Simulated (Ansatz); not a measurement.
Si built on the lonsdaleite prototype, relaxed with r2SCAN in Ansatz. Space group P6_3/mmc (No. 194), hexagonal; a = 3.832 Å, c = 6.341 Å in the conventional setting, 20.16 Å³ an atom. Around Si lie 4 Si at 2.35–2.37 Å.

The axes x, y and z are those of this cell:
```yaml
crystal:
  lattice:
    - [3.83213, 0.00000, 0.00000]
    - [-1.91606, 3.31872, 0.00000]
    - [0.00000, 0.00000, 6.34122]
  atoms:
    - { symbol: Si, position: [0.33333, 0.66667, 0.00056] }
    - { symbol: Si, position: [0.66667, 0.33333, 0.50056] }
    - { symbol: Si, position: [0.33333, 0.66667, 0.37444] }
    - { symbol: Si, position: [0.66667, 0.33333, 0.87444] }
```

Unstrained: The PBE gap is indirect, 0.425 eV (Γ to M), below the direct gap of 1.037 eV at Γ. The r2SCAN gap is indirect, 0.608 eV (Γ to M), below the direct gap of 1.362 eV at Γ. With HSE06 the valence top lies at Γ and the conduction bottom at M, 0.972 eV higher; the smallest vertical gap, at Γ, is 1.696 eV. Meshes: PBE 12×12×4, r2SCAN 12×12×4, HSE06 6×6×4. Strains are changes of length per length. After each strain the atoms were relaxed again with r2SCAN within the symmetry that the strain leaves, so tilts or polar shifts that break it weren't tested; points keep the names that they have in the unstrained zone. (Simulation; spin polarisation is off.)

(1) For epitaxial +2.0 % in the xy plane, how far does the free direction move, and what happens to the gap?

(2) Apply epitaxial +3.0 % in the xy plane, free normal strain -0.87 %. How far does the gap move, against the unstrained cell?

(3) For epitaxial +1.0 % in the xy plane, how far does the free direction move, and what happens to the gap?

(4) For epitaxial +4.0 % in the xy plane, how far does the free direction move, and what happens to the gap?

(5) Apply epitaxial -3.0 % in the xy plane, free normal strain +1.08 %. How far does the gap move, against the unstrained cell?

(6) For epitaxial -4.0 % in the xy plane, how far does the free direction move, and what happens to the gap?

(7) Estimate what epitaxial -1.0 % in the xy plane, free normal strain +0.33 % does to the gap.

(8) Estimate what epitaxial -2.0 % in the xy plane, free normal strain +0.69 % does to the gap.

## Answers

(1) The normal strain at zero normal stress is -0.57 %, 0.29 of the in-plane strain with the sign turned. PBE: the gap goes from 0.425 to 0.410 eV (-0.015 eV); with r2SCAN the top three valence levels at Γ, grouped 2+1 from the top over 377 meV, become 2+1 over 174 meV. r2SCAN: the gap goes from 0.608 to 0.585 eV (-0.023 eV). HSE06: the gap goes from 0.972 to 0.952 eV (-0.020 eV).

(2) PBE: the gap goes from 0.425 to 0.394 eV (-0.031 eV); with r2SCAN the top three valence levels at Γ, grouped 2+1 from the top over 377 meV, become 2+1 over 97 meV. r2SCAN: the gap goes from 0.608 to 0.565 eV (-0.043 eV). HSE06: the gap goes from 0.972 to 0.932 eV (-0.040 eV). The r2SCAN energy rises by 25.7 meV an atom.

(3) The normal strain at zero normal stress is -0.28 %, 0.28 of the in-plane strain with the sign turned. PBE: the gap goes from 0.425 to 0.421 eV (-0.004 eV); with r2SCAN the top three valence levels at Γ, grouped 2+1 from the top over 377 meV, become 2+1 over 267 meV. r2SCAN: the gap goes from 0.608 to 0.600 eV (-0.008 eV). HSE06: the gap goes from 0.972 to 0.966 eV (-0.006 eV).

(4) The normal strain at zero normal stress is -1.09 %, 0.27 of the in-plane strain with the sign turned. PBE: the gap goes from 0.425 to 0.349 eV (-0.076 eV); it turns from indirect (Γ → M) to direct (Γ); with r2SCAN the top three valence levels at Γ, grouped 2+1 from the top over 377 meV, become 2+1 over 45 meV. r2SCAN: the gap goes from 0.608 to 0.543 eV (-0.065 eV). HSE06: the gap goes from 0.972 to 0.910 eV (-0.062 eV).

(5) PBE: the gap goes from 0.425 to 0.406 eV (-0.019 eV); the edges move from Γ → M to Γ → K; with r2SCAN the top three valence levels at Γ, grouped 2+1 from the top over 377 meV, become 2+1 over 852 meV. r2SCAN: the gap goes from 0.608 to 0.538 eV (-0.070 eV); the edges move from Γ → M to Γ → K. HSE06: the gap goes from 0.972 to 0.922 eV (-0.050 eV); the edges move from Γ → M to Γ → K. The r2SCAN energy rises by 28.6 meV an atom.

(6) The normal strain at zero normal stress is +1.49 %, 0.37 of the in-plane strain with the sign turned. PBE: the gap goes from 0.425 to 0.234 eV (-0.191 eV); the edges move from Γ → M to Γ → K. r2SCAN: the gap goes from 0.608 to 0.362 eV (-0.246 eV); the edges move from Γ → M to Γ → K. HSE06: the gap goes from 0.972 to 0.741 eV (-0.231 eV); the edges move from Γ → M to Γ → K.

(7) PBE: the gap goes from 0.425 to 0.425 eV (0.000 eV); with r2SCAN the top three valence levels at Γ, grouped 2+1 from the top over 377 meV, become 2+1 over 511 meV. r2SCAN: the gap goes from 0.608 to 0.611 eV (+0.003 eV). HSE06: the gap goes from 0.972 to 0.973 eV (+0.001 eV). The r2SCAN energy rises by 3.1 meV an atom.

(8) PBE: the gap goes from 0.425 to 0.420 eV (-0.005 eV); with r2SCAN the top three valence levels at Γ, grouped 2+1 from the top over 377 meV, become 2+1 over 669 meV. r2SCAN: the gap goes from 0.608 to 0.609 eV (+0.001 eV). HSE06: the gap goes from 0.972 to 0.968 eV (-0.004 eV). The r2SCAN energy rises by 12.5 meV an atom.

The meshes of the hybrids are coarse, so their gaps aren't converged to the digits shown.

The splittings at Γ are without spin-orbit coupling, which regroups them where it is of like size or larger.
